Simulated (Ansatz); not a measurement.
# NaH (h-MgO (five-fold) type): optics runs under varied settings

Aim: run 3 optics inputs for NaH (h-MgO (five-fold) type) as typed, and read from each log whether it ends well.

Method: plane waves, PAW; the settings change from run to run, as each input shows, in Ansatz 0.2.0.

## 1. Starting point

The structure is hexagonal, space group P6_3/mmc (No. 194). The conventional cell has a = 3.953 Å, b = 3.953 Å, c = 4.828 Å, α = 90.00°, β = 90.00°, γ = 120.00°. Na (site symmetry -6m2) is surrounded by 5 H at 2.28 to 2.41 Å. H (site symmetry -6m2) is surrounded by 5 Na at 2.28 to 2.41 Å.

Structure file:

```xyz
4
Lattice="3.9533 0.0000 0.0000 -1.9767 3.4237 0.0000 0.0000 0.0000 4.8283" Properties=species:S:1:pos:R:3 pbc="T T T"
Na    0.0000    2.2824    1.2071
Na    1.9767    1.1412    3.6212
H     1.9767    1.1412    1.2071
H     0.0000    2.2824    3.6212
```

The cell was relaxed beforehand with r2SCAN; those runs aren't shown.

For scale, an earlier run with the standard settings (PBE, 6×6×6, gaussian width 0.1 eV, scissors 0 eV) gave ε∞ 2.84 (xx, yy), 2.85 (zz); tallest peak of ε₂: 6.9 at 5.45 eV.

## 2. Try 1

Input file input.yaml:

```yaml
crystal:
  lattice:
    - [3.9533072809, 0.0, 0.0]
    - [-1.9766536405, 3.4236645342, 0.0]
    - [0.0, 0.0, 4.828323776]
  atoms:
    - { symbol: Na, position: [0.3333333333, 0.6666666667, 0.25] }
    - { symbol: Na, position: [0.6666666667, 0.3333333333, 0.75] }
    - { symbol: H, position: [0.6666666667, 0.3333333333, 0.25] }
    - { symbol: H, position: [0.3333333333, 0.6666666667, 0.75] }
kpoints:
  mp_grid: { grid: [6, 6, 4] }
hamiltonian:
  xc: r2scan
scf:
  occupations: { method: fixed }
output:
  optics:
    e_range: [0, 6]
    de: 0.2
    sigma: 0.03
    scissors: 0
    scheme: fermi_dirac
    bands: scf
  write_density: true
  write_potential: true
  elf: true
  volumetric_format: npy
```

The run is started by

```sh
$ ansatz run input.yaml --threads 4 --pin off --max-ram 3686MiB --backend cpu --events-out ev --progress --plain --runs-dir out
```

Log:

```text
Warning: RAYON_NUM_THREADS=4 ignored (pool sized by the plan → 4); use --threads N
Engine: ansatz 0.2.0, x86_64-unknown-linux-gnu
Pseudopotentials: kind: paw
Pseudopotential: Na, paw, valence charge 9, recommended cutoff 500 eV (meta_gga), Na.paw.azcp
Pseudopotential: H, paw, valence charge 1, recommended cutoff 500 eV (meta_gga), H.paw.azcp
Functional definition: r2SCAN
  parameter k0 = 0.174
  parameter k1 = 0.065
  parameter a1 = 4.9479
  exchange = r2scan_x(k0 = k0, k1 = k1, a1 = a1)
  correlation = r2scan_c
Crystal: 4 atoms, lattice volume = 65.350 Å³
Basis set: ecut = 500 eV, 1607 PW (Γ), exchange–correlation on 120×120×144 points (64 copies of the dense FFT grid, shifted against one another)
Bands: 14, of which v1, the nominal top of the filled ones, is band 10 counted from 1 (9 counted from 0)
Symmetry: 24 space group operations
Space group: P63/mmc (ITA 194), of the structure as read, at distance tolerance 4.0e-5 Å
k-points: 21 of 144
Non-local potential: Na, projectors of the file, l = 0: 3, l = 1: 2, l = 2: 1
Non-local potential: H, projectors of the file, l = 0: 2, l = 1: 1
PAW form: soft (Blöchl's): semilocal exchange-correlation on the pseudo side does not see the compensation charge
PAW frozen core: Na, regenerated for the run's functional (the file was generated under x = pbe(κ = 0.804, μ = 0.2195149727645171), c = pbe(β = 0.06672455060314922))
PAW one-centre angular grid: Na, 302 points (default); XC on 339 of its mesh's 2595 points in the sphere
PAW one-centre angular grid: H, 302 points (default); XC on 160 Gauss nodes
Initial density: superposition of atomic densities (neutral atoms: chi_scale 0, normalization atom), corrected by the library's trained network
Initial wavefunctions: pseudopotential atomic-orbital guess
Functional: x = r2scan, c = r2scan; τ floored in thin density (d = 2e-4 eV/Å³)
SCF iter   1: F=—  HF=-3010.135308 eV  |F-HF|=—  |Δ(HF+E_count)|=         —  Δρ=7.61e-3  dr2=2.00e-2  dr2_τ=1.86e-3  ethr=1.77e-3  ⟨swp⟩=3.5  Hψ=1229  notcnv=0  defer=33
preconditioner: auto → none  [insulator: Δε(μ)=3.675 eV  Ē_g=8.380 eV  n_scr=8 (ndim 8)  ℏωp=9.2 eV  f_vac=0.119  ε∞_Penn≈2.2]
SCF iter   2: F=—  HF=-3010.125226 eV  |F-HF|=—  |Δ(HF+E_count)|=   1.01e-2  Δρ=1.72e-3  dr2=1.55e-3  dr2_τ=3.99e-4  ethr=1.00e-4  ⟨swp⟩=2.2  Hψ=726  notcnv=0  defer=37
SCF iter   3: F=—  HF=-3010.125831 eV  |F-HF|=—  |Δ(HF+E_count)|=   6.05e-4  Δρ=4.35e-4  dr2=5.42e-5  dr2_τ=1.08e-5  ethr=7.77e-6  ⟨swp⟩=3.0  Hψ=548  notcnv=0  defer=40
SCF iter   4: F=—  HF=-3010.125937 eV  |F-HF|=—  |Δ(HF+E_count)|=   1.05e-4  Δρ=1.27e-4  dr2=3.50e-6  dr2_τ=9.71e-7  ethr=2.71e-7  ⟨swp⟩=3.0  Hψ=545  notcnv=0  defer=40
SCF iter   5: F=—  HF=-3010.125949 eV  |F-HF|=—  |Δ(HF+E_count)|=   1.18e-5  Δρ=7.35e-6  dr2=2.45e-8  dr2_τ=6.61e-10  ethr=1.75e-8  ⟨swp⟩=2.0  Hψ=504  notcnv=0
SCF iter   6: F=—  HF=-3010.125943 eV  |F-HF|=—  |Δ(HF+E_count)|=   5.88e-6  Δρ=6.15e-7  dr2=1.09e-10  dr2_τ=1.62e-11  ethr=1.22e-10  ⟨swp⟩=3.0  Hψ=506  notcnv=0
SCF iter   7: F=-3010.125943 eV  HF=-3010.125943 eV  |F-HF|=2.73e-12  |Δ(HF+E_count)|=  4.18e-10  Δρ=5.25e-8  dr2=1.11e-12  dr2_τ=1.58e-13  ethr=1.00e-12  ⟨swp⟩=4.0  Hψ=1007  notcnv=0
SCF 1 converged in 7 iterations: F = -3010.125943 eV  dr2 = 1.11e-12
Optics k sum: 0 of 21 k-points
[...]
SCF converged after 7 iterations
Free energy (F): -3010.125943 eV
Harris-Foulkes:  -3010.125943 eV  (|F-HF|=2.73e-12)
Internal energy: -3010.125943 eV  (E = F + TS)
E sigma→0 (E₀):  -3010.125943 eV
Fermi energy:    -0.061996 eV
--- Per-component energies (eV) ---
  E_band       = -491.576112
  E_kinetic    = 268.706510
  E_local      = -2805.341076  (includes V_loc(G=0)·N_el)
  E_nonlocal   = 234.807693
  E_hartree    = 1020.877289
  E_xc         = -91.739316
  E_vxc        = -135.414604  (∫ρ·V_xc dr)
  E_paw        = -536.350630  (= ΣΔE_a)
  E_vpaw       = -106.792312  (= ΣTr[D̂ρ^β])
  E_aug_tail   = -0.000832  (compensation charges beyond the density's cutoff)
  E_vtau       = 10.703925  (kinetic-family band-sum trace: ∫τ·v_τ [+ j·A + Jᵃ·Aᵃ] dr)
  E_ewald      = -1101.033047
  E_core_change = -0.052535  (= ΣΔE_core)
  E_smearing   = -0.000000  (= −TS)
  E_closure    = 0.000000  (closes the sum)
  Σ components = -3010.125943   (vs F -3010.125943, Δ=0.00e0)
--- Band table (eV; the first three rows and the last of 21) ---
  k-point 0: bands = ["-52.6047", "-52.5960", "-23.0601", "-23.0226", "-23.0226", "-22.9958", "-22.9958", "-22.9779", "-3.3878", "-0.0725", "5.3315", "8.4655", "10.9456", "10.9456"]
  k-point 1: bands = ["-52.6034", "-52.5973", "-23.0493", "-23.0186", "-23.0186", "-22.9997", "-22.9997", "-22.9912", "-3.0334", "-0.7845", "6.0829", "8.2856", "11.1820", "11.1820"]
  k-point 2: bands = ["-52.6003", "-52.6003", "-23.0215", "-23.0215", "-23.0091", "-23.0091", "-23.0091", "-23.0091", "-2.0572", "-2.0572", "7.4373", "7.4373", "11.6143", "11.6143"]
  k-point 20: bands = ["-52.5997", "-52.5997", "-23.0579", "-23.0579", "-23.0201", "-23.0201", "-22.9848", "-22.9848", "-0.7348", "-0.7348", "5.1469", "5.1469", "5.8694", "5.8694"]
```

Run time: 18 s. Hardware: 4 threads of Intel Xeon at 2.50GHz (Skylake/Cascade Lake), shared host; peak memory 0.62 GiB.

From the head of optics.tsv:

```
# eps_inf(xx yy zz) = 2.457138 2.457138 2.440606
# eps_inf_bands = summed_by_request
# eps_inf_summed_bands(xx yy zz) = 2.457138 2.457138 2.440606
# eps2_relative_error = 0.0033
# eps_inf_relative_error = 0.0037
# f_sum_n_eff(xx yy zz) = 3.347892 3.347892 3.407653 of n_electrons = 20.000000
# n_bands = 14
# valid_up_to_ev = 6.304190
# least_direct_gap_ev = 4.576189e0 at k(fractional) = 0.333333 0.333333 0.000000, k_point = 18, channel = 0, bands = 9 10 (counted from 0)
```

The dielectric function from optics.tsv (yy equals xx) (narrow peaks fall between the rows):

```csv
E (eV),ε₂ xx,ε₂ zz,ε₁ xx,ε₁ zz
1.20,0.00,0.00,2.52,2.50
1.40,0.00,0.00,2.54,2.52
1.60,0.00,0.00,2.57,2.54
1.80,0.00,0.00,2.60,2.57
2.00,0.00,0.00,2.64,2.60
2.20,0.00,0.00,2.69,2.64
2.40,0.00,0.00,2.75,2.69
2.60,0.00,0.00,2.81,2.75
2.80,0.00,0.00,2.89,2.81
3.00,0.00,0.00,2.98,2.88
3.20,0.00,0.00,3.09,2.97
3.40,0.00,0.00,3.23,3.08
3.60,0.00,0.00,3.40,3.20
3.80,0.00,0.00,3.63,3.36
4.00,0.00,0.00,3.96,3.57
4.20,0.00,0.00,4.50,3.85
4.40,0.39,0.00,5.93,4.30
4.60,2.29,0.16,5.45,5.32
4.80,3.29,2.56,4.70,4.93
5.00,2.66,1.94,4.57,4.35
5.20,4.00,1.77,6.37,4.64
5.40,6.43,2.20,3.24,5.78
5.60,5.70,3.92,1.66,5.76
5.80,4.96,5.27,0.79,5.55
6.00,4.68,7.28,0.30,3.37
```

Tallest peaks of ε₂ (mean of the periodic axes): 3.0 at 4.80 eV, 5.1 at 5.60 eV. ε₂ still climbs above these at the end of the range, so the main peak lies higher.

## 3. Try 2

Edit input.yaml of step 2 so:

```diff
@@ -13,3 +13,3 @@
 hamiltonian:
-  xc: r2scan
+  xc: pbe
 scf:
@@ -18,4 +18,4 @@
   optics:
-    e_range: [0, 6]
-    de: 0.2
+    e_range: [0, 20]
+    de: 0.05
     sigma: 0.03
```

The run is started by

```sh
$ ansatz run input.yaml --threads 4 --pin off --max-ram 3686MiB --backend cpu --events-out ev --progress --plain --runs-dir out
```

Log:

```text
Warning: RAYON_NUM_THREADS=4 ignored (pool sized by the plan → 4); use --threads N
[... 2 set-up lines as earlier in the session ...]
Pseudopotential: Na, paw, valence charge 9, recommended cutoff 420 eV (normal), Na.paw.azcp
Pseudopotential: H, paw, valence charge 1, recommended cutoff 420 eV (normal), H.paw.azcp
Functional definition: PBE
  parameter kappa = 0.804
  parameter beta = 0.06672455060314922
  exchange = pbe_x(kappa = kappa, mu = beta*pi^2/3)
  correlation = pbe_c(beta = beta)
Crystal: 4 atoms, lattice volume = 65.350 Å³
Basis set: ecut = 420 eV, 1289 PW (Γ)
Bands: 14, of which v1, the nominal top of the filled ones, is band 10 counted from 1 (9 counted from 0)
[... 2 set-up lines as earlier in the session ...]
k-points: 21 of 144
[... 3 set-up lines as earlier in the session ...]
PAW one-centre angular grid: Na, 110 points (default); XC on 64 Gauss nodes
PAW one-centre angular grid: H, 110 points (default); XC on 64 Gauss nodes
[... 2 set-up lines as earlier in the session ...]
Functional: x = pbe(κ = 0.804, μ = 0.2195149727645171), c = pbe(β = 0.06672455060314922)
SCF iter   1: F=—  HF=-3005.259689 eV  |F-HF|=—  |Δ(HF+E_count)|=         —  Δρ=9.94e-4  dr2=8.66e-4  ethr=1.77e-3  ⟨swp⟩=3.5  Hψ=1176  notcnv=0  defer=34
preconditioner: auto → none  [insulator: Δε(μ)=3.326 eV  Ē_g=7.831 eV  n_scr=8 (ndim 8)  ℏωp=9.2 eV  f_vac=0.121  ε∞_Penn≈2.4]
SCF iter   2: F=—  HF=-3005.259017 eV  |F-HF|=—  |Δ(HF+E_count)|=   6.72e-4  Δρ=3.86e-4  dr2=7.85e-5  ethr=4.33e-6  ⟨swp⟩=2.7  Hψ=736  notcnv=0  defer=40
SCF iter   3: F=—  HF=-3005.259157 eV  |F-HF|=—  |Δ(HF+E_count)|=   1.39e-4  Δρ=1.68e-4  dr2=1.66e-5  ethr=3.92e-7  ⟨swp⟩=2.0  Hψ=376  notcnv=0  defer=39
SCF iter   4: F=—  HF=-3005.259200 eV  |F-HF|=—  |Δ(HF+E_count)|=   4.36e-5  Δρ=3.21e-5  dr2=5.85e-7  ethr=8.28e-8  ⟨swp⟩=2.0  Hψ=370  notcnv=0  defer=30
SCF iter   5: F=—  HF=-3005.259198 eV  |F-HF|=—  |Δ(HF+E_count)|=   2.51e-6  Δρ=8.48e-6  dr2=4.47e-8  ethr=2.93e-9  ⟨swp⟩=2.0  Hψ=473  notcnv=0
SCF iter   6: F=—  HF=-3005.259198 eV  |F-HF|=—  |Δ(HF+E_count)|=   1.53e-8  Δρ=1.09e-6  dr2=6.75e-10  ethr=2.23e-10  ⟨swp⟩=3.0  Hψ=464  notcnv=0
SCF iter   7: F=—  HF=-3005.259198 eV  |F-HF|=—  |Δ(HF+E_count)|=  6.96e-11  Δρ=3.65e-7  dr2=6.64e-11  ethr=3.38e-12  ⟨swp⟩=2.8  Hψ=432  notcnv=0
SCF iter   8: F=-3005.259198 eV  HF=-3005.259198 eV  |F-HF|=2.73e-12  |Δ(HF+E_count)|=  3.18e-11  Δρ=5.31e-8  dr2=1.25e-12  ethr=1.00e-12  ⟨swp⟩=3.6  Hψ=952  notcnv=0
SCF 1 converged in 8 iterations: F = -3005.259198 eV  dr2 = 1.25e-12
Optics k sum: 0 of 21 k-points
[...]
SCF converged after 8 iterations
Free energy (F): -3005.259198 eV
Harris-Foulkes:  -3005.259198 eV  (|F-HF|=2.73e-12)
Internal energy: -3005.259198 eV  (E = F + TS)
E sigma→0 (E₀):  -3005.259198 eV
Fermi energy:    0.251502 eV
--- Per-component energies (eV) ---
  E_band       = -468.171175
  E_kinetic    = 268.440553
  E_local      = -2799.420533  (includes V_loc(G=0)·N_el)
  E_nonlocal   = 233.182391
  E_hartree    = 1016.999814
  E_xc         = -96.298836
  E_vxc        = -123.829260  (∫ρ·V_xc dr)
  E_paw        = -527.126947  (= ΣΔE_a)
  E_vpaw       = -80.541383  (= ΣTr[D̂ρ^β])
  E_aug_tail   = -0.002594  (compensation charges beyond the density's cutoff)
  E_ewald      = -1101.033047
  E_smearing   = -0.000000  (= −TS)
  E_closure    = 0.000000  (closes the sum)
  Σ components = -3005.259198   (vs F -3005.259198, Δ=0.00e0)
--- Band table (eV; the first three rows and the last of 21) ---
  k-point 0: bands = ["-50.0894", "-50.0798", "-22.0519", "-22.0138", "-22.0138", "-21.9856", "-21.9856", "-21.9654", "-3.0849", "0.2366", "5.1597", "8.2240", "10.5442", "10.5442"]
  k-point 1: bands = ["-50.0880", "-50.0812", "-22.0405", "-22.0097", "-22.0097", "-21.9897", "-21.9897", "-21.9793", "-2.7350", "-0.4921", "5.8944", "8.0315", "10.7958", "10.7958"]
  k-point 2: bands = ["-50.0846", "-50.0846", "-22.0111", "-22.0111", "-21.9997", "-21.9997", "-21.9997", "-21.9997", "-1.7677", "-1.7677", "7.1933", "7.1933", "11.3201", "11.3201"]
  k-point 20: bands = ["-50.0839", "-50.0839", "-22.0490", "-22.0490", "-22.0109", "-22.0109", "-21.9735", "-21.9735", "-0.4106", "-0.4106", "5.0675", "5.0675", "5.5188", "5.5188"]
```

Wall time 11 s (4 threads of Intel Xeon at 2.50GHz (Skylake/Cascade Lake), shared host); peak memory 0.52 GiB.

From the head of optics.tsv:

```
# eps_inf(xx yy zz) = 2.681774 2.681774 2.696166
# eps_inf_bands = summed_by_request
# eps_inf_summed_bands(xx yy zz) = 2.681774 2.681774 2.696166
# eps2_relative_error = 0.0028
# eps_inf_relative_error = 0.0037
# f_sum_n_eff(xx yy zz) = 3.269611 3.269611 3.332114 of n_electrons = 20.000000
# n_bands = 14
# valid_up_to_ev = 5.629399
# least_direct_gap_ev = 4.242615e0 at k(fractional) = 0.333333 0.333333 0.000000, k_point = 18, channel = 0, bands = 9 10 (counted from 0)
```

The dielectric function from optics.tsv (yy equals xx), one row in 3 (narrow peaks fall between the rows), cut at 5.6 eV, above which the bands summed leave lines out:

```
E (eV)  ε₂ xx  ε₂ zz  ε₁ xx  ε₁ zz
  3.85   0.00   0.00   4.98   4.45
  4.00   0.07   0.00   5.97   4.90
  4.15   2.13   0.04   7.09   5.75
  4.30   3.23   1.85   6.42   7.64
  4.45   3.88   3.20   4.89   5.00
  4.60   3.06   2.53   5.08   4.81
  4.75   4.26   2.32   6.79   5.13
  4.90   7.34   2.58   4.89   6.15
  5.05   6.91   4.21   2.63   6.44
  5.20   6.38   5.31   1.68   6.18
  5.35   6.24   7.05   0.95   6.07
  5.50   5.79   9.02  -0.17   3.04
```

Tallest peaks of ε₂ in the range shown (mean of the periodic axes): 3.9 at 4.40 eV, 6.0 at 5.05 eV, 7.0 at 5.45 eV.

## 4. Try 3

Edit input.yaml of step 3 so:

```diff
@@ -11,5 +11,5 @@
 kpoints:
-  mp_grid: { grid: [6, 6, 4] }
+  mp_grid: { grid: [12, 12, 6] }
 hamiltonian:
-  xc: pbe
+  xc: r2scan
 scf:
@@ -18,11 +18,8 @@
   optics:
-    e_range: [0, 20]
-    de: 0.05
-    sigma: 0.03
+    e_range: [2, 6]
+    de: 0.1
+    sigma: 0.15
     scissors: 0
-    scheme: fermi_dirac
-    bands: scf
-  write_density: true
-  write_potential: true
-  elf: true
-  volumetric_format: npy
+    scheme: gaussian
+    bands: auto
+    kdotp_interpolation: "off"
```

The run is started by

```sh
$ ansatz run input.yaml --threads 4 --pin off --max-ram 3686MiB --backend cpu --events-out ev --progress --plain --runs-dir out
```

Log:

```text
Warning: RAYON_NUM_THREADS=4 ignored (pool sized by the plan → 4); use --threads N
[... 10 set-up lines as earlier in the session ...]
Crystal: 4 atoms, lattice volume = 65.350 Å³
Basis set: ecut = 500 eV, 1607 PW (Γ), exchange–correlation on 120×120×144 points (64 copies of the dense FFT grid, shifted against one another)
Bands: 14, of which v1, the nominal top of the filled ones, is band 10 counted from 1 (9 counted from 0)
[... 2 set-up lines as earlier in the session ...]
k-points: 76 of 864
[... 9 set-up lines as earlier in the session ...]
SCF iter   1: F=—  HF=-3010.135148 eV  |F-HF|=—  |Δ(HF+E_count)|=         —  Δρ=7.57e-3  dr2=1.98e-2  dr2_τ=1.85e-3  ethr=1.77e-3  ⟨swp⟩=3.5  Hψ=4528  notcnv=0  defer=126
preconditioner: auto → none  [insulator: Δε(μ)=3.673 eV  Ē_g=8.370 eV  n_scr=8 (ndim 8)  ℏωp=9.2 eV  f_vac=0.119  ε∞_Penn≈2.2]
SCF iter   2: F=—  HF=-3010.125263 eV  |F-HF|=—  |Δ(HF+E_count)|=   9.88e-3  Δρ=1.75e-3  dr2=1.62e-3  dr2_τ=3.96e-4  ethr=9.89e-5  ⟨swp⟩=2.2  Hψ=2617  notcnv=0  defer=135
SCF iter   3: F=—  HF=-3010.125839 eV  |F-HF|=—  |Δ(HF+E_count)|=   5.75e-4  Δρ=4.31e-4  dr2=5.21e-5  dr2_τ=1.07e-5  ethr=8.11e-6  ⟨swp⟩=3.0  Hψ=1979  notcnv=0  defer=149
SCF iter   4: F=—  HF=-3010.125941 eV  |F-HF|=—  |Δ(HF+E_count)|=   1.02e-4  Δρ=1.34e-4  dr2=3.91e-6  dr2_τ=1.08e-6  ethr=2.60e-7  ⟨swp⟩=3.0  Hψ=1957  notcnv=0  defer=143
SCF iter   5: F=—  HF=-3010.125952 eV  |F-HF|=—  |Δ(HF+E_count)|=   1.11e-5  Δρ=7.25e-6  dr2=2.24e-8  dr2_τ=5.96e-10  ethr=1.96e-8  ⟨swp⟩=2.0  Hψ=1824  notcnv=0
SCF iter   6: F=—  HF=-3010.125950 eV  |F-HF|=—  |Δ(HF+E_count)|=   2.11e-6  Δρ=5.14e-7  dr2=1.05e-10  dr2_τ=1.22e-11  ethr=1.12e-10  ⟨swp⟩=2.5  Hψ=1723  notcnv=0
SCF iter   7: F=-3010.125950 eV  HF=-3010.125950 eV  |F-HF|=4.55e-13  |Δ(HF+E_count)|=  4.12e-10  Δρ=6.08e-8  dr2=1.10e-12  dr2_τ=2.83e-13  ethr=1.00e-12  ⟨swp⟩=4.1  Hψ=3996  notcnv=0
SCF 1 converged in 7 iterations: F = -3010.125950 eV  dr2 = 1.10e-12
NSCF: frozen V_eff on 76 k-points
SCF converged after 7 iterations
Free energy (F): -3010.125950 eV
Harris-Foulkes:  -3010.125950 eV  (|F-HF|=4.55e-13)
Internal energy: -3010.125950 eV  (E = F + TS)
E sigma→0 (E₀):  -3010.125950 eV
Fermi energy:    -0.061030 eV
--- Per-component energies (eV) ---
  E_band       = -491.576017
  E_kinetic    = 268.706327
  E_local      = -2805.341035  (includes V_loc(G=0)·N_el)
  E_nonlocal   = 234.807676
  E_hartree    = 1020.877317
  E_xc         = -91.739232
  E_vxc        = -135.414496  (∫ρ·V_xc dr)
  E_paw        = -536.350591  (= ΣΔE_a)
  E_vpaw       = -106.792224  (= ΣTr[D̂ρ^β])
  E_aug_tail   = -0.000832  (compensation charges beyond the density's cutoff)
  E_vtau       = 10.703930  (kinetic-family band-sum trace: ∫τ·v_τ [+ j·A + Jᵃ·Aᵃ] dr)
  E_ewald      = -1101.033047
  E_core_change = -0.052535  (= ΣΔE_core)
  E_smearing   = -0.000000  (= −TS)
  E_closure    = 0.000000  (closes the sum)
  Σ components = -3010.125950   (vs F -3010.125950, Δ=0.00e0)
--- Band table (eV; the first three rows and the last of 76) ---
  k-point 0: bands = ["-52.6047", "-52.5960", "-23.0601", "-23.0225", "-23.0225", "-22.9958", "-22.9958", "-22.9779", "-3.3879", "-0.0725", "5.3315", "8.4654", "10.9456", "10.9456"]
  k-point 1: bands = ["-52.6041", "-52.5966", "-23.0552", "-23.0207", "-23.0207", "-22.9976", "-22.9976", "-22.9840", "-3.2287", "-0.4202", "5.6963", "8.3958", "11.0542", "11.0542"]
  k-point 2: bands = ["-52.6025", "-52.5981", "-23.0414", "-23.0158", "-23.0158", "-23.0024", "-23.0024", "-23.0003", "-2.7674", "-1.2048", "6.5330", "8.0957", "11.3418", "11.3418"]
  k-point 75: bands = ["-52.5997", "-52.5997", "-23.0579", "-23.0579", "-23.0201", "-23.0201", "-22.9848", "-22.9848", "-0.7348", "-0.7348", "5.1469", "5.1469", "5.8694", "5.8694"]
```

It took 30 s on 4 threads of Intel Xeon at 2.50GHz (Skylake/Cascade Lake), shared host; peak memory 0.66 GiB.

From the head of optics.tsv:

```
# eps_inf(xx yy zz) = 2.615242 2.615242 2.597040
# eps_inf_bands = all
# eps_inf_summed_bands(xx yy zz) = 2.593366 2.593366 2.574879
# eps_inf_completed(xx yy zz) = 2.615242 2.615242 2.597040
# eps_inf_relative_error = 0.0005
# f_sum_n_eff(xx yy zz) = 9.042465 9.042465 8.993249 of n_electrons = 20.000000
# n_bands = 52
# n_bands_set_by = photon_energy
# valid_up_to_ev = 40.477242
# least_direct_gap_ev = 4.457563e0 at k(fractional) = 0.250000 0.333333 0.000000, k_point = 68, channel = 0, bands = 9 10 (counted from 0)
```

The dielectric function from optics.tsv (yy equals xx), one row in 2:

```
E (eV)  ε₂ xx  ε₂ zz  ε₁ xx  ε₁ zz
  3.60   0.00   0.00   3.55   3.35
  3.80   0.00   0.00   3.79   3.51
  4.00   0.00   0.00   4.13   3.72
  4.20   0.02   0.00   4.72   4.01
  4.40   0.70   0.01   5.83   4.50
  4.60   2.50   0.48   5.66   5.48
  4.80   2.49   2.23   4.91   5.31
  5.00   3.21   1.74   5.41   4.27
  5.20   4.65   1.59   5.21   5.24
  5.40   5.46   3.12   3.10   6.09
  5.60   5.68   4.10   3.02   4.81
  5.80   5.28   3.46   0.73   5.42
  6.00   5.13   7.89   0.55   6.62
```

Tallest peaks of ε₂ (mean of the periodic axes): 4.7 at 5.40 eV, 5.4 at 5.70 eV. ε₂ still climbs above these at the end of the range, so the main peak lies higher.

## 5. How the runs ended

| try | settings | ended | result | time |
| --- | --- | --- | --- | --- |
| 1 | r2SCAN, 6×6×4, fermi-dirac width 0.03 eV, scissors 0 eV | converged | ε∞ 2.46 (xx, yy), 2.44 (zz); tallest peak of ε₂: not reached: ε₂ still climbs at 6.0 eV | 18 s |
| 2 | PBE, 6×6×4, fermi-dirac width 0.03 eV, scissors 0 eV | converged | ε∞ 2.68 (xx, yy), 2.70 (zz); tallest peak of ε₂: 7.0 at 5.45 eV (complete to 5.6 eV) | 11 s |
| 3 | r2SCAN, 12×12×6, gaussian width 0.15 eV, scissors 0 eV | converged | ε∞ 2.62 (xx, yy), 2.60 (zz); tallest peak of ε₂: not reached: ε₂ still climbs at 6.0 eV | 30 s |

In words: 3 converged. Among the runs without a faulty setting ε∞ spans 2.45 (r2SCAN, scissors 0 eV) to 2.69 (PBE, scissors 0 eV); the bands summed and other settings may differ too, as the inputs show. These numbers test the settings; they aren't properties of the solid.
